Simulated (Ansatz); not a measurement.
The system is I.

```
CELL_PARAMETERS angstrom
0.00000 2.36560 3.90984
2.19225 0.00000 3.90984
2.19225 2.36560 0.00000
ATOMIC_POSITIONS crystal
I 0.00000 0.00000 0.00000
```

* Program: Ansatz 0.2.0
* Task: relaxation of cell and atoms
* Functional: PBEsol
* Potentials or basis: Ansatz PAW
* Cutoff: 420 eV (not typed: the program's choice for these potentials)
* k mesh: 9 × 9 × 9
* Occupations: fermi-dirac, width 0.05 eV
* Spin: no spin polarisation

At the start: volume 40.55 Å³/atom.

**Question.** How do energy, volume and symmetry change on relaxing?

**Answer.** It ends after 8 steps and the volume is 37.41 Å³/atom (-7.7 %); space group Fmmm (No. 69, to 0.05 Å).

The path:
```
step  energy change (eV)  largest force (eV/Å)  volume (Å³)
   1              0.0000                0.0000        40.55
   2             -0.0092                0.0000        38.97
   3             -0.0100                0.0000        38.51
   4             -0.0112                0.0000        37.24
   5             -0.0113                0.0000        37.46
   6             -0.0113                0.0000        37.47
   7             -0.0114                0.0000        37.41
   8             -0.0110                0.0000        37.41
```

Final structure:
```
I
1.0
     0.00000    2.30605    3.72314
     2.17864    0.00000    3.72314
     2.17864    2.30605    0.00000
I
1
Direct
  0.00000 0.00000 0.00000
```

Caveat: the plane-wave basis is chosen anew once the cell has moved, so the energies of steps on either side of that aren't comparable; an odd number of electrons without spin polarisation forces a metal; a magnetic or distorted state may lie lower; the PAW data sets come from PBE, with cores solved anew for the run's functional, which leaves a small shift of forces and pressure.
